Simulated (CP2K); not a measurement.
Runs of CP2K 2026.2 on WC. It takes space group F-43m (No. 216, cubic). Conventional cell: a = 4.604 Å, b = 4.604 Å, c = 4.604 Å, α = 90.00°, β = 90.00°, γ = 90.00°. W (site symmetry -43m) has 4 C at 1.99 Å as nearest neighbours. C (site symmetry -43m) is surrounded by 4 W at 1.99 Å. The cell was built by a generator and needn't be a form met in nature.

```tsv
potentials or basis	gap on the mesh (eV)	pressure (GPa)
GTH_POTENTIALS W GTH-PADE-q14, C GTH-PADE-q4; DZVP-MOLOPT-SR-GTH basis	none	-10.9
POTENTIAL_UZH W GTH-PBE0-q14, C GTH-PBE0-q4; DZVP-MOLOPT-SR-GTH basis	none	15.3
GTH_POTENTIALS W GTH-PBE-q14, C GTH-PBE-q4; DZVP-MOLOPT-SR-GTH basis	none	15.0
POTENTIAL_UZH W GTH-SCAN-q14, C GTH-SCAN-q4; DZVP-MOLOPT-SR-GTH basis	none	(a)
GTH_POTENTIALS W GTH-BLYP-q14, C GTH-BLYP-q4; DZVP-MOLOPT-SR-GTH basis	none	(b)
```

Alike in all rows: task single point; level PBE; no spin polarisation; cell as given; k mesh 10 × 10 × 10; smearing fermi-dirac 0.05 eV.

Q: Estimate the missing entries.

A: (a) 11.5; (b) 13.8.

Caveats: the basis of atomic orbitals isn't converged, which shifts pressures, moduli and gaps; the potentials were made for another functional, which shifts forces and pressure (some runs).

A k mesh can miss the band edges, and the runs leave out spin-orbit coupling on W.

A gap of «none» marks a metal or a gap under the smearing width.

Not every run made on this cell is shown here.
